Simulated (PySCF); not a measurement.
**`C1=C[C@H]2C=C[C@@H]1C2`, C7H8**

Molfile (atoms numbered from 1):
```
C7H8
     RDKit          3D

 15 16  0  0  0  0  0  0  0  0999 V2000
    1.3166    0.5361   -0.4681 C   0  0  0  0  0  0  0  0  0  0  0  0
    1.2241   -0.7956   -0.4061 C   0  0  0  0  0  0  0  0  0  0  0  0
   -0.1096   -1.1206    0.2802 C   0  0  2  0  0  0  0  0  0  0  0  0
   -1.2320   -0.6366   -0.6479 C   0  0  0  0  0  0  0  0  0  0  0  0
   -1.1394    0.6952   -0.7098 C   0  0  0  0  0  0  0  0  0  0  0  0
    0.0449    1.1038    0.1767 C   0  0  1  0  0  0  0  0  0  0  0  0
   -0.1337    0.0483    1.2950 C   0  0  0  0  0  0  0  0  0  0  0  0
    2.1000    1.1346   -0.9347 H   0  0  0  0  0  0  0  0  0  0  0  0
    1.9144   -1.5369   -0.8103 H   0  0  0  0  0  0  0  0  0  0  0  0
   -0.2142   -2.1410    0.6709 H   0  0  0  0  0  0  0  0  0  0  0  0
   -1.9196   -1.2885   -1.1879 H   0  0  0  0  0  0  0  0  0  0  0  0
   -1.7341    1.3830   -1.3122 H   0  0  0  0  0  0  0  0  0  0  0  0
    0.0844    2.1606    0.4706 H   0  0  0  0  0  0  0  0  0  0  0  0
   -1.0918    0.1396    1.8288 H   0  0  0  0  0  0  0  0  0  0  0  0
    0.7063    0.0231    2.0058 H   0  0  0  0  0  0  0  0  0  0  0  0
  1  2  2  0
  2  3  1  0
  3  4  1  0
  4  5  2  0
  5  6  1  0
  6  7  1  0
  6  1  1  0
  7  3  1  0
  1  8  1  0
  2  9  1  0
  3 10  1  1
  4 11  1  0
  5 12  1  0
  6 13  1  1
  7 14  1  0
  7 15  1  0
M  END
```

Computed with TDDFT CAM-B3LYP/aug-cc-pVDZ excited states, vertical, gas phase in PySCF 2.14.0. Geometry: PBE0-D3(BJ)/def2-SVP.

Task: How strongly do the lowest singlets absorb one photon, and two photons of half the energy?

Result: δ for parallel linear polarisation; σ at the peak of a Lorentzian of half width 0.1 eV, single beam; Ω is circular over linear.
| state | E (eV) | f | photon λ (nm) | δ (au) | σ (GM) | Ω | main |
| --- | --- | --- | --- | --- | --- | --- | --- |
| S1 | 5.11 | 0.000 | 485 | 0.77 | 0.01 | 1.50 | HOMO→LUMO+1 0.68, HOMO→LUMO+3 0.28 |
| S2 | 5.80 | 0.016 | 427 | 13.8 | 0.17 | 1.50 | HOMO→LUMO 0.90 |
| S3 | 6.01 | 0.026 | 413 | 11.1 | 0.15 | 1.50 | HOMO−1→LUMO+1 0.61, HOMO−1→LUMO+3 0.22 |
| S4 | 6.24 | 0.024 | 397 | 272 | 3.88 | 0.91 | HOMO→LUMO+2 0.70, HOMO−1→LUMO 0.20 |
| S5 | 6.41 | 0.000 | 387 | 68.2 | 1.03 | 1.50 | HOMO→LUMO+3 0.62, HOMO→LUMO+1 0.28 |
| S6 | 6.51 | 0.000 | 381 | 1.73 | 0.03 | 1.50 | HOMO→LUMO+4 0.89 |

Among these, the strongest one-photon state is S3, the strongest two-photon state S4, with a dipole change of 3.3 D (relaxed, norm of the difference vector).
